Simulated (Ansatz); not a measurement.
# TiC: the cost of one run

Program: Ansatz 0.2.0. Level of theory: DFT PBE, scalar-relativistic, plane waves, PAW. These are calculated values, not measurements.

2 further runs of the same task are left out: 2 set aside as unsound or not needed.

**1. The system as given**

The structure is cubic, space group Fm-3m (No. 225). Conventional cell: a = 4.333 Å, b = 4.333 Å, c = 4.333 Å, α = 90.00°, β = 90.00°, γ = 90.00°. Ti (site symmetry m-3m) has 6 C at 2.17 Å as nearest neighbours. Around C (site symmetry m-3m) lie 6 Ti at 2.17 Å.

Coordinates:

```cif
data_structure
_symmetry_space_group_name_H-M 'Fm-3m'
_symmetry_Int_Tables_number 225
_cell_length_a 4.3329
_cell_length_b 4.3329
_cell_length_c 4.3329
_cell_angle_alpha 90.000
_cell_angle_beta 90.000
_cell_angle_gamma 90.000
_cell_volume 81.35
loop_
_atom_site_label
_atom_site_type_symbol
_atom_site_symmetry_multiplicity
_atom_site_Wyckoff_symbol
_atom_site_fract_x
_atom_site_fract_y
_atom_site_fract_z
_atom_site_occupancy
Ti1 Ti 4 a 0.00000 0.00000 0.00000 1
C1 C 4 b 0.50000 0.00000 0.00000 1
```

This cell was relaxed beforehand with the same method: volume 10.17 Å³/atom, gap on the mesh none (metal).

**2. The reference cell**

The reference gives a free energy of -2752.2737 eV, pressure 0.01 GPa, largest force 0.000 eV/Å and gap on the mesh none (metal). It was computed beforehand with the settings of the runs below.

**3. Setting up a sublattice displacement scan**

Every C atom is moved by x along the Cartesian unit vector (0.000, 0.000, 1.000); the cell and all other atoms stay fixed. Forces below are components along that vector, summed over the moved atoms.

**4. x = -0.500 Å**

File input.yaml:

```yaml
crystal:
  lattice:
    - [0.0, 2.1664615241, 2.1664615241]
    - [2.1664615241, 0.0, 2.1664615241]
    - [2.1664615241, 2.1664615241, 0.0]
  atoms:
    - { symbol: Ti, position: [0.0, 0.0, 0.0] }
    - { symbol: C, position: [0.3846044588, 0.3846044588, 0.6153955412] }
basis:
  ecutwfc: 420
kpoints:
  mp_grid: { grid: [24, 24, 24] }
hamiltonian:
  xc: pbe
scf:
  occupations: { method: gaussian, width: 0.15 }
output:
  forces: true
  stress: true
  eigenvalues: true
```

Command:

```
$ ansatz run input.yaml --threads 1 --pin off --max-ram 2560MiB --backend cpu --events-out ev --progress --plain --runs-dir out
```

**Question.** How long does this run take on 1 thread of Intel Xeon 6975P-C (Granite Rapids), shared host, and how much memory does it need?

About 11 s, with a peak of 0.68 GiB.
